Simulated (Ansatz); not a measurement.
Crystal: Re.

```xyz
2
Lattice="2.7608 0.0000 0.0000 -1.3804 2.3909 0.0000 0.0000 0.0000 4.4582" Properties=species:S:1:pos:R:3 pbc="T T T"
Re    1.3804    0.7970    3.3436
Re    0.0000    1.5939    1.1145
```

```yaml
Program: Ansatz 0.2.0
Task: relaxation of cell and atoms
Functional: PBE
Potentials_or_basis: all-electron LAPW, scalar-relativistic
Basis_error_allowed: 0.001 eV/atom
k_mesh: 11 × 11 × 6
Occupations: fermi-dirac, width 0.05 eV
Spin: no spin polarisation
```

At the start: volume 14.71 Å³/atom.

Q: Where does the relaxation end?

A: Over 4 steps the energy falls by 4.5 meV/atom and the volume is 14.96 Å³/atom (+1.6 %); space group P6_3/mmc (No. 194, to 0.05 Å).

The path:
```tsv
step	energy change (eV)	largest force (eV/Å)	volume (Å³)
1	0.0000	0.0000	29.43
2	-0.0090	0.0000	29.94
3	-0.0091	0.0000	29.91
4	-0.0091	0.0000	29.91
```

Final structure:
```
Re
1.0
     2.77504    0.00000    0.00000
    -1.38752    2.40325    0.00000
     0.00000    0.00000    4.48505
Re
2
Cartesian
  1.3875 0.8011 3.3638
  0.0000 1.6022 1.1213
```
